**Question: Is double-hcp really the most stable form of cobalt here?**

I am comparing crystal structures of cobalt from a set of r2SCAN calculations, and the order at the top puzzles me. Ordinary hcp has space group 194 and two atoms in the cell. The lowest row has the same space group but four atoms, which I take to be double-hcp.

Crystal structures of Co, with cell and atoms relaxed in Ansatz 0.2.0 using collinear-spin, scalar-relativistic r2SCAN, plane waves and PAW. The wavefunction cutoff is 500 eV and the Gaussian smearing 0.1 eV. Energies are per atom, relative to the lowest computed structure.

| found from | space group number | atoms in cell | volume per atom (Å³) | over lowest (meV/atom) |
| --- | --- | --- | --- | --- |
| database cell | 194 | 4 | 10.69 | 0.0 |
| database cell | 164 | 2 | 10.67 | 8.0 |
| Sm type | 166 | 3 | 10.66 | 9.0 |
| database cell | 194 | 2 | 10.62 | 11.0 |
| W type | 223 | 8 | 10.94 | 71.0 |
| Ti type | 191 | 3 | 10.79 | 79.0 |
| database cell | 227 | 6 | 11.27 | 169.0 |
| changed type | 69 | 2 | 11.48 | 280.0 |
| Sn type | 191 | 1 | 11.88 | 482.0 |
| Sn type | 141 | 2 | 11.89 | 537.0 |
| Ca type | 221 | 1 | 12.59 | 756.0 |
| Si type | 227 | 2 | 15.95 | 1358.0 |

"Over lowest" is the energy per atom above the lowest row. Why does double-hcp win, and would you trust that win? I would also like to know how safe the larger differences are, and what kind of error could turn the order round.

**Answer**

You have identified the lowest row correctly: double-hcp is the lowest of the structures listed here, with hcp 11 meV per atom above it. I would trust the preference for close packing, but not the choice of double-hcp within it. Real cobalt is hcp at low temperature, so the first place disagrees with nature. The table also has no fcc or bcc row. The runs themselves report no missing phase, but the data makers' tests on other systems warn that one as low or lower can be absent from such a list. The zero is therefore a reference point and not an established ground state.

**Why close packing wins**

Cobalt atoms are held together by electrons shared among many neighbours. A close-packed crystal gives each atom twelve neighbours at almost the same distance, about 2.47 Å in double-hcp. Simple cubic (Ca type) leaves only six and diamond (Si type) only four. These two lie 756 and 1358 meV above the lowest row, so giving up neighbours is expensive.

The price per neighbour is not constant, and this tells us something about the bond. Going from twelve neighbours to six costs $756/6 = 126$ meV for each one lost. Going on from six to four costs $(1358-756)/2 = 301$ meV for each. These costs include whatever happens to the magnetism in the open structures, but a rise is what metallic bonding leads us to expect.

The reason is that the bonds share the same electrons. In a simple picture of the d band, its width grows roughly as the square root of the number of neighbours, so the first few neighbours contribute more than the last few. When some are removed, the remaining bonds become stronger and shorter. The contact shrinks to 2.33 Å in simple cubic and 2.18 Å in diamond, which recovers part of the loss but far from all of it. The square-root rule explains the direction of the rise in cost, but not its size: at fixed bond length it makes the second cost only about a third larger than the first, and here it is more than twice as large.

One row fits the neighbour count badly. The white-tin structure (Sn type, space group 141) has about six near neighbours in tin itself, yet here it lies at 537 meV, well below simple cubic. I have not counted its contacts after relaxation, so take the costs per neighbour as a rough guide and not as a rule for every row.

Silicon shows the opposite preference. Its four valence electrons fill four directed bonds, and the diamond structure is its stable form at ordinary pressure. Cobalt has no such set of four directed bonds to complete, so an open network offers it little in return for the lost neighbours. For another element, the first question is therefore whether its electrons can saturate a few directed bonds or have to be shared widely.

**Why more than twelve neighbours does not help**

If the number of neighbours decided everything, the A15 structure (W type) should beat hcp, because its atoms have 13.5 near neighbours on average. It lies 60 meV above hcp instead. One likely difficulty is that these neighbours sit at unequal distances, from 2.22 to 2.72 Å. The short contacts are squeezed and the long ones bind weakly, whereas close packing lets all twelve contacts sit near their best length.

The row with space group 227 and six atoms has the same difficulty. Its symmetry and density identify it as a Laves arrangement, with near contacts from 2.29 to 2.80 Å. The spread is about as large as in A15, yet the energy is 98 meV higher ($169-71$). Uneven contacts may thus help to explain why both lie above the close-packed group, but they do not rank the two against each other. The filling of the d band matters too: tungsten, whose d band is about half full, can form the A15 structure, whereas cobalt has most of its d states filled.

**Why the four lowest rows are so close**

The four lowest rows are all built from close-packed layers, in three different stackings. Hcp repeats as ABAB, double-hcp as ABAC, and the Sm type has a longer sequence. The row with space group 164 has the stacking of hcp, but the spacing between its layers is free to alternate. An atom in any of these rows has nearly the same twelve neighbours, and the first real difference between one stacking and another comes from atoms two layers away.

The large bonding energy therefore almost cancels when two stackings are compared. What remains is a small difference that depends on details of the electron bands and the magnetism. Tighter packing is not what decides here: among these four rows the energy falls as the volume per atom grows, and double-hcp has the largest volume. It also has the largest magnetic moment per atom of the four, which hints at a part played by magnetism but does not prove it.

**How safe is the order?**

For the numerical error I use a convergence target of about 4 meV per atom. That figure comes from the data makers' tests on other systems, not from these runs, so the true error for cobalt could differ. Hcp, the Sm type and the 164 row lie within 3 meV of one another, so their order is unresolved. The lead of double-hcp over hcp is less than three times the convergence target. Errors of 4 meV in opposite directions would use up 8 of the 11 meV.

The gap from hcp to A15 is another matter, at fifteen times the convergence target. Numerical noise of the stated size leaves it standing. A15 and omega (Ti type), however, differ by only 8 meV, so I would not make much of their order. The relaxations also kept the symmetry of each starting structure, so a row may be a saddle point that would drop in energy if it were free to distort. This matters most for the open structures, whose energies belong to the symmetric shapes and not necessarily to stable phases.

For practical use, treat the four close-packed rows as nearly equal in energy and the open structures, in these shapes, as clearly unfavourable.

**What could reverse double-hcp and hcp?**

Besides numerical error, the magnetic energy deserves suspicion. r2SCAN tends to make the moments of metallic ferromagnets too large. It gives hcp cobalt 1.74 Bohr magnetons per atom, while the measured spin moment, as I recall it, is roughly 1.6. Double-hcp has a slightly larger moment than hcp, 1.78, so it profits more from exchange that is too strong.

The Stoner model shows how large such an error would have to be. It writes the energy per atom as

$$E(m)=T(m)-\tfrac14 I m^2 ,$$

where $m$ is the moment in Bohr magnetons, $T$ is the cost of moving electrons from one spin to the other, and $I$ is the strength of exchange. At the best value of $m$, a small change of the moment leaves the energy unaltered. Cutting $I$ by a small amount $\delta I$ therefore raises the energy by $m^2\,\delta I/4$, and the structure with the larger moment rises more.

To close the gap of 0.011 eV, the cut has to satisfy

$$\delta I=\frac{4\times0.011\ \text{eV}}{1.783^2-1.741^2}\approx0.3\ \text{eV}.$$

For cobalt $I$ is roughly 1 eV, again a recalled value, so exchange would have to weaken by about a third. That is a large change for a first-order formula. The small difference in moments is itself uncertain: the 164 row is stacked like hcp, yet its moment is 1.76, nearly halfway to that of double-hcp. The result is good only to its order of magnitude. It takes the calculated gap as its input, so it measures sensitivity and does not test the cause.

Still, if double-hcp keeps the larger moment, the correction acts in the right direction. Weaker exchange then favours hcp over double-hcp, but a mild weakening would remove only part of the lead. A moderate magnetic error together with a few meV of numerical error could reverse the order; whether this is what happened here is my guess. Spin–orbit coupling and zero-point motion are also left out of these energies, so the functional should not take all the blame yet.

The same reasoning makes the gap to A15 look safer. A15 has a larger moment than hcp, 1.87 Bohr magnetons per atom, so weaker exchange would raise it relative to hcp. To first order, correcting the magnetic bias would widen that gap.

**What I would calculate next**

I would first put hcp into a four-atom cell, doubled along the stacking axis, and run it with the same k mesh as double-hcp. Much of the numerical error then cancels in the difference. Each structure should also be started from several moments, because the runs made only a light search for lower states, and the magnetic state found may not be the lowest.

Fcc belongs in the same set. In hcp every layer lies between two layers in the same position, as in ABA. In the Sm type this holds for two layers in three, in double-hcp for one in two, and in fcc for none. The energy falls along the first three, though the step from hcp to the Sm type is within the noise, so fcc might lie lower still.

If double-hcp still leads, repeat the pair with a functional whose moment for hcp is closer to experiment. A reversal at that point would show that the order depends on the functional. It would fit an error in the magnetism but not prove it, because a new functional changes the bonding as well. If the lead survives, the size of the moment becomes a less likely cause, and the effects left out of the energies are worth adding.
